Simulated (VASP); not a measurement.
Consider the following.

```xyz
6
Lattice="4.5223 0.0000 0.0000 0.0000 4.5223 0.0000 0.0000 0.0000 3.1241" Properties=species:S:1:pos:R:3 pbc="T T T"
Ru     0.0000     0.0000     3.1241
Ru     2.2612     2.2612     1.5621
O      1.3828     1.3828     0.0000
O      3.6440     0.8783     1.5621
O      0.8783     3.6440     1.5621
O      3.1395     3.1395     3.1241
```

Computed with PBE GGA, VASP's PBE PAW potentials (set 64) (plane waves; VASP). Settings: 520 eV cut-off, Gaussian smearing of 0.050 eV, potentials Ru_pv O.

Give the energies of bands 17 to 30 at the high-symmetry points, in eV from the Fermi level.

```csv
band,Γ,X,M,Z,R,A
17,-4.10,-5.28,-4.40,-4.75,-4.29,-4.71
18,-4.10,-5.28,-4.40,-4.75,-4.29,-4.71
19,-2.68,-4.12,-3.36,-4.67,-4.17,-3.53
20,-2.25,-4.12,-3.36,-4.67,-4.17,-3.53
21,-2.25,-2.49,-2.83,-3.15,-2.74,-2.42
22,-1.72,-2.49,-2.83,-3.15,-2.74,-2.42
23,-1.47,-0.45,-1.35,-0.56,-1.63,-0.49
24,-1.37,-0.45,-1.35,-0.56,-1.63,-0.49
25,-1.28,-0.29,-1.24,0.00,-0.50,-0.46
26,-1.28,-0.29,-1.24,0.00,-0.50,-0.46
27,-0.83,0.40,0.83,0.88,1.12,0.24
28,1.47,0.40,0.83,0.88,1.12,0.24
29,1.73,3.97,3.43,3.05,1.93,3.02
30,4.49,3.98,3.43,3.05,1.93,3.02
```

It has no gap at this level: it comes out as a metal or semimetal.

The compound is RuO2 in the rutile structure. It was relaxed first.
